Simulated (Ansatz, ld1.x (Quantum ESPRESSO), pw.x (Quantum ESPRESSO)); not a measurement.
# Equation-of-state test of one ultrasoft potential (Zn (Z = 30))

ld1.x (Quantum ESPRESSO) 7.5 input, shortened:

```
&input
   title='Zn', zed=30., rel=1, dft='PBE', iswitch=3,
   config='[Ar] 3d10 4s2 4p0'
 /
 &inputp
   pseudotype=3, tm=.true., lloc=-2, rcloc=0.80,
   nlcc=.false.,
   which_augfun='PSQ', rmatch_augfun_nc=.true.
 /
6
3S  1  0   2.00   0.00  0.95  1.05  0.0
4S  2  0   2.00   0.00  0.95  1.05  0.0
3P  2  1   6.00   0.00  1.15  1.55  0.0
4P  3  1   0.00   0.00  1.15  1.55  0.0
3D  3  2  10.00   0.00  1.15  1.55  0.0
3D  3  2   0.00  -0.30  1.15  1.55  0.0
 &test
   configts(1)='3s2 3p6 3d10 4s2 4p0'
 /
```

Crystal test: sc Zn in pw.x 7.5, no spin, 12³ k-points, Fermi–Dirac smearing 0.01 Ry, cutoffs 120/900 Ry. The reference is all-electron LAPW (Ansatz 0.2.0) with the same functional, mesh and smearing; V0 and B0 come from Birch–Murnaghan fits to the pressures at five volumes. Errors are pseudo minus all-electron; Δ is the rms difference of the E(V) curves that follow from these fits, minima aligned, over ±6 % about the mean V0. Mesh and smearing are coarse, so the numbers serve the comparison and aren't converged zero-temperature values; the lattice is a test structure that the element need not adopt.

```
V (Å³/atom)  P all-electron (GPa)  P pseudo (GPa)
     17.368                  2.47            2.87
     17.825                  1.00            1.35
     18.282                 -0.26            0.11
     18.739                 -1.33           -0.98
     19.196                 -2.24           -1.92
```

All-electron: a0 = 2.629 Å (V0 = 18.18 Å³/atom), B0 = 47.8 GPa.

Pseudopotential: mean pressure error (GPa): +0.36; a0 (Å): 2.636; a0 error (%): +0.26; B0 error (%): -2.8; Δ (meV/atom): 1.4.

Q: At the middle volume, how do free energy and pressure move when the wave cutoff is lowered (ecutrho held at 900 Ry)?

A:

```
cutoff (Ry)  shift of F (meV/atom)  shift of P (GPa)
         54                 +334.1             -8.61
         72                  +66.0             -2.44
         96                   +8.8             -0.43
```

The run at the middle volume (84 k-points, 11 iterations) took about 60 s on one core of a shared host (Neoverse-V2, 96 threads, 742 GiB, load 50).
